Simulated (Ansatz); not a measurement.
# PtSe2: a single-point run

The task is a single-point run on PtSe2. The structure is shown as the input types it. The cell is built on a prototype (CdCl2 type) and needn't be the phase found in nature.

Computed with Ansatz 0.2.0 (density functional or hybrid calculation with the settings of its input, plane waves (as first typed), unless a step's input says otherwise).

1 further run of the same task is left out (it didn't finish).

**1. The system as given**

It takes space group R-3m (No. 166, trigonal). Conventional cell: a = 3.691 Å, b = 3.691 Å, c = 17.282 Å, α = 90.00°, β = 90.00°, γ = 120.00°. Pt (site symmetry -3m) has 6 Se at 2.51 Å as nearest neighbours. Se (site symmetry 3m) has 3 Pt at 2.51 Å as nearest neighbours.

Structure file:

```
Pt Se
1.0
     1.84570    1.06562    5.76071
    -1.84570    1.06562    5.76071
     0.00000   -2.13123    5.76071
Pt Se
1 2
Cartesian
  0.0000 0.0000 0.0000
  0.0000 0.0000 4.4377
  0.0000 0.0000 12.8444
```

**2. Running it**

Contents of input.yaml:

```yaml
crystal:
  lattice:
    - [1.8457016919, 1.0656163687, 5.7607123393]
    - [-1.8457016919, 1.0656163687, 5.7607123393]
    - [0.0, -2.1312327373, 5.7607123393]
  atoms:
    - { symbol: Pt, position: [0.0, 0.0, 0.0] }
    - { symbol: Se, position: [0.2567812155, 0.2567812155, 0.2567812155] }
    - { symbol: Se, position: [0.7432187845, 0.7432187845, 0.7432187845] }
kpoints:
  mp_grid: { grid: [2, 4, 6] }
hamiltonian:
  xc: pbe
scf:
  occupations: { method: fixed }
  n_extra_bands: 4
output:
  forces: true
  stress: true
  eigenvalues: true
```

Launch:

```console
> ansatz run input.yaml --threads 4 --pin off --max-ram 3686MiB --backend cpu --events-out ev --progress --plain --runs-dir out
```

Q: Will this input give a usable result? If not, why, and what should change?

The run converged and reported no error, with warnings (symmetry narrowed by mesh). Its log warns: «crystal.symmetry: narrowed to the stabiliser of the k-point mesh — unitary ops 12 → 2; excluded 10 operations that carry a point of the 2×4×6 mesh (shift [0, 0 ...»

Look at the input: kpoints.mp_grid.grid is [2, 4, 6]. Unequal divisions along equivalent axes break the crystal's symmetry in the sampling.

Run again and compare: set kpoints.mp_grid.grid to [6, 6, 6].
